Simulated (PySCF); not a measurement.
Compound: oxalic acid, C₂H₂O₄.
Z-matrix (Å and degrees, PBE0-D3(BJ)/def2-SVP geometry), rows numbered from 1:
```
O 
C   1  1.1970
O   2  1.3260  1  125.38
C   2  1.5342  1  124.18  3  -179.97
O   4  1.1972  2  124.17  1   177.55
O   4  1.3260  2  110.47  1    -2.35
H   3  0.9698  2  106.76  1     0.13
H   6  0.9698  4  106.75  2   179.82
```

Linear response at B3LYP/def2-SVPD (PySCF, frozen core in the response, non-relativistic).

Static isotropic polarisability: 39.65 au (5.88 Å³), principal values 26.2, 45.7, 47.0 au.

Q: What is the polarisability at 1064 nm and at the sodium D line?

A: 39.94 au at 1064 nm (+0.7 %), 40.64 au at 589.3 nm (+2.5 %). The rise at 589.3 nm is 3.38 times that at 1064 nm; a pure ω² law gives 3.26. The lowest singlet lies at 302 nm, shorter than both wavelengths.

Q: What is the isotropic C6 coefficient between two such molecules, C6 = (3/π)∫α(iω)² dω?

A: 759.2 au (Eh·bohr⁶) by a ten-point quadrature over imaginary frequencies, which is 454 eV·Å⁶ or 43.8 J·nm⁶/mol.

Q: Which effective excitation energy ω̄ makes London's formula C6 = (3/4)α²ω̄ exact here?

A: ω̄ = 4·C6/(3α²) = 0.644 Eh = 17.5 eV. A one-pole form α(ω) = α/(1 − ω²/ω̄²) fitted to the 1064 nm value gives 13.6 eV. London's choice of the ionisation energy (10.72 eV, ΔSCF at the same level) gives C6 = 465 au, 39 % too low.

Q: How many electrons N does the Slater–Kirkwood formula C6 = (3/4)·√N·α^(3/2) need to give this C6?

A: N = (4·C6/3)²/α³ = 16.4; the species has 46 electrons in all.

Q: What n − 1 at the D line would an ideal gas of it have at 273.15 K and 1 atm (2.6868 × 10¹⁹ cm⁻³), by n − 1 = 2π·N·α′?

A: 10.17 × 10⁻⁴, a formal value whether or not that pressure can be reached.

Q: What three-body coefficient follows from the one-pole estimate C9 = (3/4)·α·C6?

A: 22600 au. This is an estimate from the two numbers above, not a computed integral.

Q: What molar refraction at the D line follows from R = (4π/3)·N_A·α′, with α′ the polarisability volume?

A: α′ = 6.02 Å³ gives R = 15.19 cm³/mol, for isolated, non-vibrating species.

Q: How anisotropic is the static polarisability, by Δα² = ½[(α1 − α2)² + (α2 − α3)² + (α3 − α1)²]?

A: Δα = 20.2 au, or 0.51 of the isotropic value.

One conformer stands for the species.
